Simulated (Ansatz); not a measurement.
# Ca in Ansatz: convergence with n extra bands

Ca:

```
Ca
1.0
    -2.20520    2.20520    2.19611
     2.20520   -2.20520    2.19611
     2.20520    2.20520   -2.19611
Ca
1
Cartesian
  0.0000 0.0000 2.1961
```

This isn't the form of Ca at room conditions, which is fcc.

* Program: Ansatz 0.2.0
* Task: convergence study
* Functional: PBE
* Potentials or basis: SPMS NC
* Cutoff: 435 eV (not typed: the program's choice for these potentials)
* k mesh: 7 × 7 × 7
* Occupations: gaussian, width 0.05 eV
* Spin: no spin polarisation

These are the settings of the first run; the series varies n extra bands, with any setting tied to it.

Hardware: 2 threads of Intel(R) Xeon(R) Processor @ 2.50GHz (Skylake/Cascade Lake), with other jobs on the host.

```csv
n extra bands,"energy less the tightest run, at zero smearing (meV/atom)",SCF cycles,CPU time (s),peak memory (GiB)
1,0.00,6,2,0.26
2,0.00,6,1.5,0.26
4,0.00,6,1.8,0.26
8,0.00,6,1.9,0.27
16,0.00,6,2.5,0.27
32,0.00,6,3.2,0.28
```

Against the tightest run, the energy stays within 1 meV/atom from 1 on. The tightest run that finished is the yardstick and may itself not be fully converged.
